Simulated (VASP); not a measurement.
# WS2 (Tungstenite) (P6_3/mmc) in VASP: electric field gradients with PBE+D3(BJ)

Aim: the electric field gradients of WS2 (Tungstenite) with PBE+D3(BJ).

Program: VASP 6.6.1. These are calculated values, not measurements. Logs are shortened: lines on timing, memory, paths and dates and some standing lists are left out, and cuts for length are marked.

### 1 The crystal as given

Symmetry: P6_3/mmc, No. 194, hexagonal system. The conventional cell has a = 3.154 Å, b = 3.154 Å, c = 12.140 Å, α = 90.00°, β = 90.00°, γ = 120.00°. W (site symmetry -6m2) has 6 S at 2.41 Å as nearest neighbours. S (site symmetry 3m) is surrounded by 3 W at 2.41 Å.

### 2 Electric field gradients, PBE+D3(BJ)

INCAR

```
PREC = Accurate
ENCUT = 520
EDIFF = 1E-8
ISMEAR = 0
SIGMA = 0.01
LREAL = False
LASPH = True
NELM = 100
ALGO = Fast
ISIF = 2
LWAVE = False
LCHARG = False
GGA = PE
IVDW = 12
LEFG = True
NBANDS = 35
```

KPOINTS

```
Automatic mesh
0
Gamma
  12 12 4
```

POSCAR

```
WS2
1.0
    3.1540618912      0.0000000000      0.0000000000
   -1.5770309456      2.7314977229      0.0000000000
    0.0000000000      0.0000000000     12.1404010712
W S
2 4
Direct
    0.3333333333      0.6666666667      0.2500000000
    0.6666666667      0.3333333333      0.7500000000
    0.3333333333      0.6666666667      0.6202909676
    0.6666666667      0.3333333333      0.1202909676
    0.3333333333      0.6666666667      0.8797090324
    0.6666666667      0.3333333333      0.3797090324
```

Potentials or basis: VASP PAW PBE potentials, release 64 (W_sv, S).

Launch:

```sh
$ cat potpaw_PBE.64/W_sv/POTCAR potpaw_PBE.64/S/POTCAR > POTCAR
$ mpirun -np 1 vasp_std > vasp.out
```

OUTCAR:

```text
PREC = Accurate
   ENCUT = 520
   EDIFF = 1E-8
   ISMEAR = 0
   LREAL = False
   LASPH = True
   NELM = 100
   ISIF = 2
   GGA = PE
   IVDW = 12
 IVDW          = 12

 ion  position               nearest neighbor table
   1  0.333  0.667  0.250-   4 2.41   6 2.41   4 2.41   6 2.41   4 2.41   6 2.41
   2  0.667  0.333  0.750-   3 2.41   5 2.41   3 2.41   5 2.41   3 2.41   5 2.41
   3  0.333  0.667  0.620-   2 2.41   2 2.41   2 2.41
   4  0.667  0.333  0.120-   1 2.41   1 2.41   1 2.41
   5  0.333  0.667  0.880-   2 2.41   2 2.41   2 2.41
   6  0.667  0.333  0.380-   1 2.41   1 2.41   1 2.41

  LATTYP: Found a hexagonal cell.
 ALAT       =     3.1540618912
 C/A-ratio  =     3.8491321635

  Lattice vectors:

 A1 = (   3.1540618912,   0.0000000000,   0.0000000000)
 A2 = (  -1.5770309456,   2.7314977229,   0.0000000000)
 A3 = (   0.0000000000,   0.0000000000,  12.1404010712)

Analysis of symmetry for initial positions (statically):
=====================================================================
 Subroutine PRICEL returns:
 Original cell was already a primitive cell.

 Routine SETGRP: Setting up the symmetry group for a
 hexagonal supercell.

 Subroutine GETGRP returns: Found 24 space group operations
 (whereof 12 operations were pure point group operations)
 out of a pool of 24 trial point group operations.

The static configuration has the point symmetry D_3d.
 The point group associated with its full space group is D_6h.

Analysis of symmetry for dynamics (positions and initial velocities):
=====================================================================
 Subroutine PRICEL returns:
 Original cell was already a primitive cell.

 Routine SETGRP: Setting up the symmetry group for a
 hexagonal supercell.

 Subroutine GETGRP returns: Found 24 space group operations
 (whereof 12 operations were pure point group operations)
 out of a pool of 24 trial point group operations.

The dynamic configuration has the point symmetry D_3d.
 The point group associated with its full space group is D_6h.

 Subroutine INISYM returns: Found 24 space group operations
 (whereof 12 operations are pure point group operations),
 and found     1 'primitive' translations

----------------------------------------------------------------------------------------

                                     Primitive cell

  volume of cell :     104.5934

  direct lattice vectors                    reciprocal lattice vectors
     3.154061891  0.000000000  0.000000000     0.317051483  0.183049759  0.000000000
    -1.577030946  2.731497723  0.000000000     0.000000000  0.366099518  0.000000000
     0.000000000  0.000000000 12.140401071     0.000000000  0.000000000  0.082369602

  length of vectors
     3.154061891  3.154061891 12.140401071     0.366099518  0.366099518  0.082369602

  position of ions in fractional coordinates (direct lattice)
     0.333333333  0.666666667  0.250000000
     0.666666667  0.333333333  0.750000000
     0.333333333  0.666666667  0.620290968
     0.666666667  0.333333333  0.120290968
     0.333333333  0.666666667  0.879709032
     0.666666667  0.333333333  0.379709032

  ion indices of the primitive-cell ions
   primitive index   ion index
                 1           1
                 2           2
                 3           3
                 4           4
                 5           5
                 6           6

----------------------------------------------------------------------------------------

 KPOINTS: Automatic mesh

Automatic generation of k-mesh.
 Grid dimensions read from file:
 generate k-points for:   12   12    4

 Generating k-lattice:

  Cartesian coordinates                     Fractional coordinates (reciprocal lattice)
     0.026420957  0.015254147  0.000000000     0.083333333 -0.000000000  0.000000000
[... 58 lines left out ...]
   NELM   =    100;   NELMIN=  2; NELMDL= -5     # of ELM steps
   EDIFF  = 0.1E-07   stopping-criterion for ELM
   LREAL  =      F    real-space projection
   EDIFFG = 0.1E-06   stopping-criterion for IOM
   NSW    =      0    number of steps for IOM
   IBRION =     -1    ionic relax: 0-MD 1-quasi-New 2-CG
   NFREE  =      0    steps in history (QN), initial steepest desc. (CG)
   ISIF   =      2    stress and relaxation
   ISYM   =      2    0-nonsym 1-usesym 2-fastsym
   POTIM  = 0.5000    time-step for ionic-motion
   TEBEG  =    0.0;   TEEND  =   0.0 temperature during run
   PSTRESS=    0.0 pullay stress
   NELECT =      52.0000    total number of electrons
   NUPDOWN=      -1.0000    fix difference up-down
   EMIN   =  10.00;   EMAX   =-10.00  energy-range for DOS
   EFERMI =   0.00;   METHOD = LEGACY
   ISMEAR =     0;   SIGMA  =   0.01  broadening in eV -4-tet -1-fermi 0-gaus
   EFERMI_NEDOS =   21; number of points for ismear=-14 and -15
   IALGO  =     68    algorithm
   IMIX   =      4    mixing-type and parameters
     AMIX     =   0.40;   BMIX     =  1.00
     AMIX_MAG =   1.60;   BMIX_MAG =  1.00
  volume/ion in A,a.u.               =      17.43       117.64
  Fermi-wavevector in a.u.,A,eV,Ry     =   1.296904  2.450794 22.884464  1.681961
  Thomas-Fermi vector in A             =   2.428331
   LORBIT       =      0    0 simple, 1 ext, 2 COOP (PROOUT), +10 PAW based schemes
   GGA     = PE    functional components
   LHFCALC =     F    Hartree Fock is set to
   AEXX    =    0.0000 exact exchange contribution
   IVDW    =    12    specifies the selected vdW correction
   LEPSILON=     F    determine dielectric tensor
   LRPA    =     F    only Hartree local field effects (RPA)
 non-spin polarized calculation
 RMM-DIIS sequential band-by-band and
 Gauss-broadening in eV      SIGMA  =   0.01
  energy-cutoff  :      520.00
  volume of cell :      104.59
 maximum number of plane-waves:      2841
 NGX is ok and might be reduce to    24
   NGX = 11   NGY = 11   NGZ = 45

 number of electron      51.9999998 magnetization

 Free energy of the ion-electron system (eV)
  ---------------------------------------------------
  ext. energy  EPLUGINS =         0.00000000
  ---------------------------------------------------
  free energy    TOTEN  =       -47.18905122 eV

  energy without entropy =      -47.18905122  energy(sigma->0) =      -47.18905122

 E-fermi :   7.9374     XC(G=0): -11.0787

 val. band max:        7.7315690679   @ k =   0.0000   0.0000   0.0000
 cond. band min:       8.6380348335   @ k =   0.1667   0.1667   0.0000
 fundamental gap:      0.9064657656
 Fermi energy:         7.9374244143

 k-point     1 :       0.0000    0.0000    0.0000
  band No.  band energies     occupation
      1     -66.9182      2.00000
      2     -66.9181      2.00000
      3     -31.1757      2.00000
      4     -31.1756      2.00000
      5     -30.9975      2.00000
      6     -30.9975      2.00000
[... 901 lines left out ...]
     34      11.7310      0.00000
     35      13.4723      0.00000

 [... further k-points ...]

------------------------ aborting loop because EDIFF is reached ----------------------------------------

 Edisp (eV)   -2.61091

 E8    (eV) :    -1.0972

  FORCE on cell =-STRESS in cart. coord.  units (eV):
  Direction    XX          YY          ZZ          XY          YZ          ZX
  --------------------------------------------------------------------------------------
  -------------------------------------------------------------------------------------
  Total      -0.02128    -0.02128    -0.02702     0.00000     0.00000     0.00000
  in kB      -0.32595    -0.32595    -0.41386     0.00000     0.00000     0.00000
  external pressure =       -0.36 kB  Pullay stress =        0.00 kB

 VOLUME and BASIS-vectors are now :
 -----------------------------------------------------------------------------
  energy-cutoff  :      520.00
  volume of cell :      104.59
      direct lattice vectors                 reciprocal lattice vectors
     3.154061891  0.000000000  0.000000000     0.317051483  0.183049759  0.000000000
    -1.577030946  2.731497723  0.000000000     0.000000000  0.366099518  0.000000000
     0.000000000  0.000000000 12.140401071     0.000000000  0.000000000  0.082369602

 POSITION                                       TOTAL-FORCE (eV/Angst)
 -----------------------------------------------------------------------------------
     -0.00000      1.82100      3.03510         0.000000     -0.000000      0.000000
      1.57703      0.91050      9.10530        -0.000000      0.000000      0.000000
     -0.00000      1.82100      7.53058        -0.000000      0.000000     -0.002774
      1.57703      0.91050      1.46038         0.000000     -0.000000     -0.002774
     -0.00000      1.82100     10.68002        -0.000000      0.000000      0.002774
      1.57703      0.91050      4.60982         0.000000     -0.000000      0.002774
 -----------------------------------------------------------------------------------
    total drift:                               -0.000000      0.000000     -0.000000

  FREE ENERGIE OF THE ION-ELECTRON SYSTEM (eV)
  ---------------------------------------------------
  free  energy   TOTEN  =       -49.7999635132 eV

  energy  without entropy=      -49.7999635132  energy(sigma->0) =      -49.79996351

 Electric field gradients (V/A^2)
---------------------------------------------------------------------
 ion       V_xx      V_yy      V_zz      V_xy      V_xz      V_yz
---------------------------------------------------------------------
   1      76.093    76.093  -152.186    -0.000     0.000    -0.000
   2      76.093    76.093  -152.186    -0.000    -0.000     0.000
   3      21.077    21.077   -42.154     0.000     0.000    -0.000
   4      21.077    21.077   -42.154     0.000    -0.000     0.000
   5      21.077    21.077   -42.154     0.000    -0.000     0.000
   6      21.077    21.077   -42.154     0.000     0.000    -0.000
---------------------------------------------------------------------

 Electric field gradients after diagonalization (V/A^2)
 (convention: |V_zz| > |V_xx| > |V_yy|)
----------------------------------------------------------------------
 ion       V_xx      V_yy      V_zz     asymmetry (V_yy - V_xx)/ V_zz
----------------------------------------------------------------------
   1      76.093    76.093  -152.186       0.000
   2      76.093    76.093  -152.186       0.000
   3      21.078    21.077   -42.154       0.000
   4      21.078    21.077   -42.154       0.000
   5      21.078    21.077   -42.154       0.000
   6      21.078    21.077   -42.154       0.000
----------------------------------------------------------------------

           NMR quadrupolar parameters

 Cq : quadrupolar parameter    Cq=e*Q*V_zz/h
 eta: asymmetry parameters     (V_yy - V_xx)/ V_zz
 Q  : nuclear electric quadrupole moment in mb (millibarn)
----------------------------------------------------------------------
 ion       Cq(MHz)       eta       Q (mb)
----------------------------------------------------------------------
   1      -0.368       0.000       1.000
   2      -0.368       0.000       1.000
   3      -0.102       0.000       1.000
   4      -0.102       0.000       1.000
   5      -0.102       0.000       1.000
   6      -0.102       0.000       1.000
----------------------------------------------------------------------
```

Wall time 6.3 min (1 thread of Intel Xeon Platinum 8375C at 2.90GHz (Ice Lake), shared host); peak memory 0.32 GiB.

Results:

| Property | Result |
| --- | --- |
| Free energy | -49.8000 eV |
| Pressure | 0.0 GPa |
| Band gap on the k mesh | 0.91 eV, indirect (least direct gap 1.83 eV) |
| Dispersion energy per atom | -0.435 eV |

Forces in eV/Å, atoms in the order of the input:
```
W    0.000  0.000  0.000
W    0.000  0.000  0.000
S    0.000  0.000 -0.003
S    0.000  0.000 -0.003
S    0.000  0.000  0.003
S    0.000  0.000  0.003
```

Levels at points of the mesh, in eV from the valence-band top:
```csv
k point,band 24,band 25,band 26,band 27,band 28,band 29
"(0.00, 0.00, 0.00)",-1.42,-1.28,0.00,2.26,2.26,2.28
"(0.50, 0.00, 0.00)",-1.78,-1.78,-1.56,2.29,2.34,2.55
"(0.00, 0.00, 0.50)",-2.24,-0.31,-0.31,2.25,2.25,2.25
"(0.50, 0.00, 0.50)",-1.90,-1.65,-1.65,2.31,2.31,2.74
```

Electric field gradients, principal values (V/Å²):
```csv
atom,Vxx,Vyy,Vzz
1 W,76.093,76.093,-152.186
2 W,76.093,76.093,-152.186
3 S,21.077,21.078,-42.154
4 S,21.077,21.078,-42.154
5 S,21.077,21.078,-42.154
6 S,21.077,21.078,-42.154
```

Caveat: spin-orbit coupling is left out, which moves the levels of the heavy elements. A k mesh can miss the band edges.
